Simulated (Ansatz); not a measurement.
Runs of Ansatz 0.2.0 on CuO. It takes space group Pm-3m (No. 221, cubic). Conventional cell: a = 2.553 Å, b = 2.553 Å, c = 2.553 Å, α = 90.00°, β = 90.00°, γ = 90.00°. Around Cu (site symmetry m-3m) lie 8 O at 2.21 Å. O (site symmetry m-3m) has 8 Cu at 2.21 Å as nearest neighbours. Measurements of this composition are mostly on another form, of space group No. 15.

```csv
task,level,potentials or basis,cell,k mesh,cutoff (eV),smearing,basis error allowed,mesh quality,gap on the mesh (eV),pressure (GPa),relaxed volume (Å³/atom)
relaxation of cell and atoms,LDA,"all-electron LAPW, scalar-relativistic",relaxed,8 × 8 × 8,-,fermi-dirac 0.05 eV,0.002 eV/atom,coarse,-,0.0,8.35
relaxation of cell and atoms,PBE,"all-electron LAPW, scalar-relativistic",relaxed,8 × 8 × 8,-,fermi-dirac 0.05 eV,0.002 eV/atom,coarse,-,0.0,(a)
density of states,PBE,all-electron PAW datasets made for the crystal,as given,10 × 10 × 10,400,fermi-dirac 0.05 eV,-,not flagged,none,20.8,-
single point,PBE,"all-electron LAPW, scalar-relativistic",as given,6 × 6 × 6,309,fermi-dirac 0.04 eV,0.002 eV/atom,coarse,none,21.1,-
projected density of states,PBE,"all-electron LAPW, scalar-relativistic",as given,10 × 10 × 10,309,fermi-dirac 0.05 eV,0.002 eV/atom,not flagged,-,20.8,-
elastic constants,PBE,"all-electron LAPW, scalar-relativistic",as given,8 × 8 × 8,331,fermi-dirac 0.05 eV,0.002 eV/atom,coarse,none,20.7,-
relaxation of cell and atoms,PBEsol,"all-electron LAPW, scalar-relativistic",relaxed,8 × 8 × 8,-,fermi-dirac 0.05 eV,0.002 eV/atom,coarse,-,0.0,(b)
phonons,PBE,"all-electron LAPW, scalar-relativistic",as given,10 × 10 × 10,331,fermi-dirac 0.05 eV,0.002 eV/atom,not flagged,none,-,-
```

Alike in all rows: no spin polarisation.

Problem. Fill in the values left out.

Solution. (a) 9.15; (b) 8.68.

Caveats: some runs use coarse meshes; the run has no spin polarisation, though such a crystal can be magnetic; the k mesh is thin for a metal, which can move the energy by tens of meV per atom (some runs); an odd number of electrons without spin polarisation forces a metal (some runs); a magnetic or distorted state may lie lower (some runs); semilocal functionals often make such compounds metallic where correlation or magnetic order opens a gap, which also shifts bond lengths (some runs); so large a pressure means that the cell lies far from this level's equilibrium, or that cutoff or potentials fall short (some runs); a metal's response needs a denser mesh (some runs).

A gap of «none» marks a metal or a gap under the smearing width.

The runs don't all hold the same shells in valence.
